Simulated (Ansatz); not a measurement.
**ZnO: a single-point run**

Wanted: a converged single-point run for ZnO, and a check of what comes out. The structure is shown as the input types it. The cell is built on a prototype (h-MgO type) and needn't be the phase found in nature.

Computed with Ansatz 0.2.0 (density functional or hybrid calculation with the settings of its input, plane waves (as first typed), unless a step's input says otherwise).

3 further runs of the same task are left out: 3 that didn't finish.

### Step 1. The structure to begin with

It takes space group P6_3/mmc (No. 194, hexagonal). The conventional cell has a = 3.417 Å, b = 3.417 Å, c = 4.478 Å, α = 90.00°, β = 90.00°, γ = 120.00°. Zn (site symmetry -6m2) is surrounded by 5 O at 1.97 to 2.24 Å. O (site symmetry -6m2) has 5 Zn at 1.97 to 2.24 Å as nearest neighbours.

As a file:

```cif
data_structure
_symmetry_space_group_name_H-M 'P 1'
_symmetry_Int_Tables_number 1
_cell_length_a 3.4165
_cell_length_b 3.4165
_cell_length_c 4.4776
_cell_angle_alpha 90.000
_cell_angle_beta 90.000
_cell_angle_gamma 120.000
_cell_volume 45.26
loop_
_atom_site_label
_atom_site_type_symbol
_atom_site_fract_x
_atom_site_fract_y
_atom_site_fract_z
_atom_site_occupancy
Zn1 Zn 0.33333 0.66667 0.25000 1
Zn2 Zn 0.66667 0.33333 0.75000 1
O1 O 0.66667 0.33333 0.25000 1
O2 O 0.33333 0.66667 0.75000 1
```

### Step 2. The calculation

Contents of input.yaml:

```yaml
crystal:
  lattice:
    - [3.4165334633, 0.0, 0.0]
    - [-1.7082667316, 2.9588047721, 0.0]
    - [0.0, 0.0, 4.4775676713]
  atoms:
    - { symbol: Zn, position: [0.3333333333, 0.6666666667, 0.25] }
    - { symbol: Zn, position: [0.6666666667, 0.3333333333, 0.75] }
    - { symbol: O, position: [0.6666666667, 0.3333333333, 0.25] }
    - { symbol: O, position: [0.3333333333, 0.6666666667, 0.75] }
kpoints:
  mp_grid: { grid: [6, 6, 4] }
hamiltonian:
  xc: pbe
scf:
  occupations: { method: fixed }
  n_extra_bands: 5
  max_iter: 75
output:
  forces: true
  stress: true
  eigenvalues: true
basis:
  ecutwfc: 120
```

The run is started by

```sh
$ ansatz run input.yaml --threads 4 --pin off --max-ram 3686MiB --backend cpu --events-out ev --progress --plain --runs-dir out
```

What happens when this is run?

This run ends as converged, with warnings (cutoff below recommended, metallic iterate). It gives a pressure of 19 GPa, which is large; a structure far from rest gives such values too, whatever the setting.

Look at the input: basis.ecutwfc is 120. With so few plane waves the basis is incomplete by a wide margin. The potentials' recommended cutoff is 420 eV.

Run again and compare: delete basis.ecutwfc (the default then holds).
